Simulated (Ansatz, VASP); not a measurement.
**Two plane-wave programs on AlN**

```
CELL_PARAMETERS angstrom
2.12772 2.12772 0.00000
-2.12772 2.12772 0.00000
0.00000 2.12772 2.21669
ATOMIC_POSITIONS crystal
Al 0.00000 0.00000 0.00000
N 0.25000 0.75000 0.50000
```

Change from the starting cell: in-plane strain -0.02, out-of-plane length and atoms relaxed by PAW.

Alike in both runs: functional LDA; k mesh 10 × 10 × 10; no spin polarisation.

Ansatz relaxed the structure, and its values are those at the end. VASP's run is a single point on that final structure, the one shown.

|  | VASP | Ansatz |
| --- | --- | --- |
| version | VASP 6.6.1 | Ansatz 0.2.0 |
| potentials or method | VASP PAW LDA potentials, release 64 (Al, N) | PAW with Ansatz's default frozen-core files, scalar-relativistic |
| plane-wave cutoff (eV) | 520 | 420 |
| occupations | gaussian, width 0.01 eV | fixed |
| valence electrons in the cell | 8 | 8 |

```csv
,VASP,Ansatz,Ansatz less VASP
gap on the k mesh at the Fermi level (eV),3.10,3.12,+0.022
pressure (GPa),4.8,4.1,-0.71
```

A k mesh can miss the band edges.
